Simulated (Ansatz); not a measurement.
Computed with DFT PBE, scalar-relativistic, plane waves, PAW (Ansatz).

Structure of Li:

```
Li
1.0
    -1.71581    1.71581    1.71581
     1.71581   -1.71581    1.71581
     1.71581    1.71581   -1.71581
Li
1
Direct
  0.00000 0.00000 0.00000
```

Settings: cutoff 420 eV, Γ-centred mesh 16×16×16 on the computed 1-atom cell, Gaussian smearing of 0.10 eV; no spin polarisation.

Levels along Γ–H–N–Γ–P–H | P–N, in eV from the Fermi level, sorted by energy at each point. Points in fractions of the primitive reciprocal vectors: Γ (0.000 0.000 0.000), H (0.500 -0.500 0.500), N (0.000 0.000 0.500), P (0.250 0.250 0.250).
```
point k (1/Å, with 2π) band 2  band 3  band 4
    Γ             0.000   -3.57   14.65   14.65
    -             0.262   -3.37   13.63   13.63
    -             0.523   -2.79   11.53   11.53
    -             0.785   -1.80    9.47    9.47
    -             1.046   -0.39    7.78    7.78
    -             1.308    1.45    6.54    6.54
    -             1.569    3.68    5.79    5.79
    H             1.831    5.54    5.54    5.54
    -             2.016    4.67    5.20    5.67
    -             2.201    3.39    4.60    6.04
    -             2.386    2.28    4.08    6.66
    -             2.571    1.40    3.70    7.52
    -             2.756    0.77    3.44    8.57
    -             2.941    0.38    3.31    9.72
    N             3.126    0.26    3.26   10.40
    -             3.311   -0.27    4.02   10.52
    -             3.496   -1.18    5.64   10.88
    -             3.680   -2.02    7.63   11.46
    -             3.865   -2.69    9.86   12.26
    -             4.050   -3.18   12.14   13.22
    -             4.235   -3.47   13.99   14.17
    Γ             4.420   -3.57   14.65   14.65
    -             4.647   -3.42   13.75   14.10
    -             4.873   -2.99   12.21   12.21
    -             5.100   -2.26    9.90    9.90
    -             5.326   -1.24    7.76    7.76
    -             5.553    0.07    5.94    5.94
    -             5.779    1.64    4.49    4.49
    P             6.006    3.40    3.40    3.40
    -             6.232    2.69    2.69    5.07
    -             6.459    2.37    2.37    6.01
    -             6.686    2.43    2.43    6.18
    -             6.912    2.86    2.86    6.04
    -             7.139    3.65    3.65    5.81
    -             7.365    4.73    4.73    5.62
    H             7.592    5.54    5.54    5.54
    P             7.592    3.40    3.40    3.40
    -             7.723    2.57    3.39    4.36
    -             7.853    1.86    3.37    5.44
    -             7.984    1.28    3.34    6.65
    -             8.115    0.83    3.31    7.97
    -             8.246    0.51    3.29    9.39
    -             8.376    0.32    3.27   10.26
    N             8.507    0.26    3.26   10.40
```